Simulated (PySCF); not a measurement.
# Si (I4/mmm) in PySCF: density of states with PBEsol

Aim: the density of states of Si with PBEsol.

Program: PySCF 2.14.0. These are calculated values, not measurements. Logs are shortened: lines on timing, memory, paths and dates and some standing lists are left out, and cuts for length are marked.

## Step 1: The crystal as given

The structure is tetragonal, space group I4/mmm (No. 139). Conventional cell: a = 6.651 Å, b = 6.651 Å, c = 3.845 Å, α = 90.00°, β = 90.00°, γ = 90.00°. Si (site symmetry m2m) has 4 Si at 2.34 to 2.38 Å as nearest neighbours.

This isn't the form of Si at room conditions, which is diamond.

## Step 2: Density of states, PBEsol

The input, run.py:

```python
import json
import numpy as np
from pyscf.pbc import gto, scf, dft, df

cell = gto.Cell()
cell.basis = 'DZVP-MOLOPT-SR-GTH-q4'
cell.pseudo = 'GTH-PBE-q4'
cell.fromfile('Si.cif')
cell.ke_cutoff = 50  # hartree
cell.exp_to_discard = 0.02
cell.precision = 1e-08
cell.space_group_symmetry = True
cell.symmorphic = False
cell.max_memory = 5880  # MB
cell.verbose = 4
cell.build()

res = {}
kpts = cell.make_kpts([8, 8, 8], space_group_symmetry=True, time_reversal_symmetry=True)
cell.space_group_symmetry = False  # the mesh holds the operations; no search on the supercells of the integral code
mf = dft.KRKS(cell, kpts, xc='pbesol')
mf = mf.multigrid_numint()
mf = mf.smearing(sigma=0.00183747, method='fermi')  # hartree
mf.conv_tol = 1e-07
mf.max_cycle = 60

mf.kernel()
res.update(converged=bool(mf.converged), e_tot=mf.e_tot, nelec=cell.nelectron, nao=cell.nao, mesh=list(map(int, cell.mesh)), a=cell.lattice_vectors().tolist(), coords=cell.atom_coords().tolist(),
           mo_energy=[np.real(x).tolist() for x in mf.mo_energy], mo_occ=[np.real(x).tolist() for x in mf.mo_occ])
res.update(e_free=mf.e_free, e_zero=mf.e_zero)
res.update(kpts=kpts.kpts_scaled_ibz.tolist(), weights=kpts.weights_ibz.tolist())
res['parts'] = {k: float(np.real(v)) for k, v in mf.scf_summary.items() if np.isscalar(v)}
json.dump(res, open('results.json', 'w'))
if not mf.converged:
    raise SystemExit('SCF not converged')

print('levels (eV)')
for i, kp in enumerate(res['kpts'][:40]):
    print('k %7.4f %7.4f %7.4f  ' % tuple(kp), ' '.join('%.3f' % (x * 27.211386) for x in res['mo_energy'][i][:13]))

mf = mf.to_khf()  # unfold to the whole mesh
kpts = mf.kpts
# Mulliken populations
dm, s = np.asarray(mf.make_rdm1()), np.asarray(mf.get_ovlp())
sites = cell.aoslice_by_atom()[:, 2:]
tot = np.einsum('kij,kji->i', dm, s).real / len(kpts)
res['mulliken'] = [cell.atom_charge(i) - tot[a0:a1].sum() for i, (a0, a1) in enumerate(sites)]
print('Mulliken charges', np.round(res['mulliken'], 5))

# density of states, Gaussians of 0.15 eV
e = np.asarray(mf.mo_energy).real.reshape(1, -1) * 27.211386
ef = mf.get_fermi()
ef = np.max(ef) * 27.211386
x = np.arange(-15, 10.01, 0.1) + round(ef, 1)
dos = np.exp(-((x[:, None, None] - e) / 0.15) ** 2 / 2).sum(-1).T / (0.15 * np.sqrt(2 * np.pi) * len(kpts)) * 2
res.update(dos_e=x.tolist(), dos=dos.tolist())
for a, b in zip(x[::5], dos.T[::5]):
    print('%8.2f' % a, ' '.join('%9.4f' % y for y in b))

# density on a uniform mesh
grids = dft.gen_grid.UniformGrids(cell)
grids.mesh = [27, 27, 27]
grids.build()
ni = dft.numint.KNumInt()
rho = [ni.get_rho(cell, x, grids, kpts) for x in [dm]]
np.save('rho.npy', np.reshape(rho, (-1, *grids.mesh)))
res['done'] = True
json.dump(res, open('results.json', 'w'))
```

The input, Si.cif:

```cif
data_Si
_cell_length_a 5.08062261
_cell_length_b 5.08062261
_cell_length_c 5.08062261
_cell_angle_alpha 98.23122949
_cell_angle_beta 98.23122949
_cell_angle_gamma 135.53375083
_space_group_name_H-M_alt 'P1'
_space_group_name_Hall 'P 1'
_space_group_IT_number 1
loop_
_space_group_symop_operation_xyz
'x,y,z'
loop_
_atom_site_label
_atom_site_type_symbol
_atom_site_symmetry_multiplicity
_atom_site_Wyckoff_symbol
_atom_site_fract_x
_atom_site_fract_y
_atom_site_fract_z
_atom_site_occupancy
Si1 Si 1 a 0.8211989400 0.1788010600 0.0000000000 1
Si2 Si 1 a 0.1788010600 0.8211989400 0.0000000000 1
Si3 Si 1 a 0.8211989400 0.8211989400 0.6423978800 1
Si4 Si 1 a 0.1788010600 0.1788010600 0.3576021200 1
```

Potentials or basis: DZVP-MOLOPT-SR/GTH-PBE (potentials made for PBE).

Started as:

```sh
> OMP_NUM_THREADS=4 python -u run.py > log
```

Output:

```text
Discarded 0 diffused primitive functions, 0 contracted functions
time reversal: False
k-points in IBZ                         weights
  0:  0.000000,  0.000000,  0.000000    1/512
  1:  0.500000, -0.000000,  0.500000    4/512
  2:  0.500000,  0.500000, -0.000000    2/512
  3:  0.500000,  0.500000,  0.500000    1/512
  4:  0.625000, -0.000000,  0.375000    8/512
  5:  0.625000,  0.375000, -0.000000    4/512
[... 51 lines left out ...]
 57:  0.875000,  0.875000,  0.750000    8/512
 58:  0.875000,  0.875000,  0.875000    8/512

******** <class 'pyscf.pbc.scf.smearing.SmearingKsymAdaptedKRKS'> ********
method = SmearingKsymAdaptedKRKS
initial guess = minao
damping factor = 0
level_shift factor = 0
DIIS = <class 'pyscf.scf.diis.CDIIS'>
diis_start_cycle = 1
diis_space = 8
diis_damp = 0
SCF conv_tol = 1e-07
SCF conv_tol_grad = None
SCF max_cycles = 60
direct_scf = True
direct_scf_tol = 1e-13

******** PBC SCF flags ********
N kpts (BZ) = 512
N kpts (IBZ) = 59
Exchange divergence treatment (exxdiv) = ewald
    madelung (= occupied orbital energy shift) = 0.0422052476185476
    Total energy shift due to Ewald probe charge = -1/2 * Nelec*madelung = -0.337641980948
DF object = <pyscf.pbc.df.fft.FFTDF object>
XC functionals = pbesol
small_rho_cutoff = 0
Uniform grid, mesh = [33 33 33]
Set gradient conv threshold to 0.000316228
nelec by numeric integration = 16.000000000000142
init E= -15.5413140153273
    sigma = 0.00183747  Optimized mu = 0.223541089095  entropy = 0.0143875230184
nelec by numeric integration = 15.999999999997645
    Total E(T) = -15.6948883915822  Free energy = -15.6949148282241  E0 = -15.6949016099032
cycle= 1 E= -15.6948883915822  delta_E= -0.154  |g|= 0.255  |ddm|= 27.2
    sigma = 0.00183747  Optimized mu = 0.214589265992  entropy = 0.007861406026
nelec by numeric integration = 15.999999999997378
    Total E(T) = -15.6955410987714  Free energy = -15.6955555438692  E0 = -15.6955483213203
cycle= 2 E= -15.6955410987714  delta_E= -0.000653  |g|= 0.0885  |ddm|= 1.21
    sigma = 0.00183747  Optimized mu = 0.217457300194  entropy = 0.00951890098046
nelec by numeric integration = 15.999999999997687
    Total E(T) = -15.69564162951  Free energy = -15.695659120205  E0 = -15.6956503748575
cycle= 3 E= -15.69564162951  delta_E= -0.000101  |g|= 0.0383  |ddm|= 0.369
    sigma = 0.00183747  Optimized mu = 0.217068374002  entropy = 0.00961272640247
nelec by numeric integration = 15.999999999997554
    Total E(T) = -15.6956604333625  Free energy = -15.6956780964589  E0 = -15.6956692649107
cycle= 4 E= -15.6956604333625  delta_E= -1.88e-05  |g|= 0.00368  |ddm|= 0.0954
    sigma = 0.00183747  Optimized mu = 0.217055419061  entropy = 0.00957151143548
nelec by numeric integration = 15.999999999997563
    Total E(T) = -15.6956606850643  Free energy = -15.6956782724294  E0 = -15.6956694787468
cycle= 5 E= -15.6956606850643  delta_E= -2.52e-07  |g|= 8.64e-05  |ddm|= 0.00865
    sigma = 0.00183747  Optimized mu = 0.217055320482  entropy = 0.00956851924549
nelec by numeric integration = 15.999999999997568
    Total E(T) = -15.6956606906912  Free energy = -15.6956782725583  E0 = -15.6956694816248
cycle= 6 E= -15.6956606906912  delta_E= -5.63e-09  |g|= 5.01e-06  |ddm|= 0.000407
    sigma = 0.00183747  Optimized mu = 0.217055313731  entropy = 0.00956889868053
nelec by numeric integration = 15.999999999997561
    Total E(T) = -15.6956606899944  Free energy = -15.6956782725587  E0 = -15.6956694812766
Extra cycle  E= -15.6956606899944  delta_E= 6.97e-10  |g|= 2.61e-06  |ddm|= 4.07e-05
converged SCF energy = -15.6956606899944
levels (eV)
k  0.0000  0.0000  0.0000   -6.265 -2.021 0.225 0.225 1.986 4.326 4.326 5.277 7.205 7.415 7.415 8.107 8.107
k  0.5000 -0.0000  0.5000   -4.290 -2.431 -1.677 -0.346 1.416 2.276 3.441 4.391 6.623 8.199 8.903 9.489 10.052
k  0.5000  0.5000 -0.0000   -5.260 -4.321 0.446 0.850 2.974 3.803 3.919 4.189 7.417 7.697 7.779 9.926 10.173
k  0.5000  0.5000  0.5000   -4.049 -4.049 -3.402 0.769 2.869 5.597 5.822 5.822 6.146 8.968 9.365 9.846 10.357
k  0.6250 -0.0000  0.3750   -4.840 -1.853 -1.718 0.062 1.543 2.319 3.681 3.705 6.758 7.725 9.027 9.567 11.016
k  0.6250  0.3750 -0.0000   -5.549 -3.894 0.401 0.720 3.255 3.830 3.864 4.208 6.976 7.608 7.746 9.229 10.701
[... 32 lines left out ...]
k  0.8750  0.3750  0.3750   -4.479 -3.630 -1.878 1.292 1.973 2.027 4.396 4.843 7.996 8.271 9.866 9.906 10.033
k  0.8750  0.3750  0.5000   -4.751 -3.278 -1.848 1.332 1.906 2.252 4.141 4.559 8.161 8.587 8.985 9.727 10.104
Mulliken charges [ 0.  0. -0. -0.]
   -9.20    0.0000
   -8.70    0.0000
   -8.20    0.0000
   -7.70    0.0000
   -7.20    0.0000
   -6.70    0.0003
[... 43 lines left out ...]
   15.30    1.8090
   15.80    1.5458
```

Run time: 16 min. Hardware: 4 threads of Intel Xeon at 2.50GHz (Skylake/Cascade Lake), shared host; peak memory 5.5 GiB.

Results:

```yaml
Free_energy: -427.1012 eV
Band_gap_on_the_k_mesh: 0.17 eV, indirect (least direct gap 0.32 eV)
```

Levels at points of the mesh, in eV from the valence-band top:
```tsv
k point	band 4	band 5	band 6	band 7	band 8	band 9	band 10	band 11	band 12	band 13
(0.00, 0.00, 0.00)	-5.60	-3.84	-1.50	-1.50	-0.55	1.38	1.59	1.59	2.29	2.29
(0.50, 0.00, 0.50)	-6.17	-4.41	-3.55	-2.38	-1.43	0.80	2.38	3.08	3.67	4.23
(0.50, 0.50, 0.00)	-4.97	-2.85	-2.02	-1.90	-1.63	1.59	1.88	1.96	4.10	4.35
(0.50, 0.50, 0.50)	-5.05	-2.95	-0.23	0.00	0.00	0.32	3.15	3.54	4.02	4.53
```

States per cell in windows of 0.5 eV (zero at the valence-band top; states under -8 eV left out):
```
from (eV)  total
     -8.0   0.77
     -7.5   0.37
     -7.0   0.46
     -6.5   0.52
     -6.0   0.57
     -5.5   0.41
     -5.0   0.75
     -4.5   0.71
     -4.0   0.97
     -3.5   1.18
     -3.0   1.24
     -2.5   1.40
     -2.0   1.31
     -1.5   0.79
     -1.0   0.38
     -0.5   0.12
      0.0   0.10
      0.5   0.56
      1.0   0.85
      1.5   1.09
      2.0   1.41
      2.5   1.24
      3.0   1.30
      3.5   1.25
      4.0   1.19
      4.5   1.16
      5.0   1.20
      5.5   1.18
      6.0   1.09
      6.5   1.12
      7.0   0.85
      7.5   0.93
```

Caveat: the basis of atomic orbitals isn't converged, which shifts pressures, moduli and gaps.
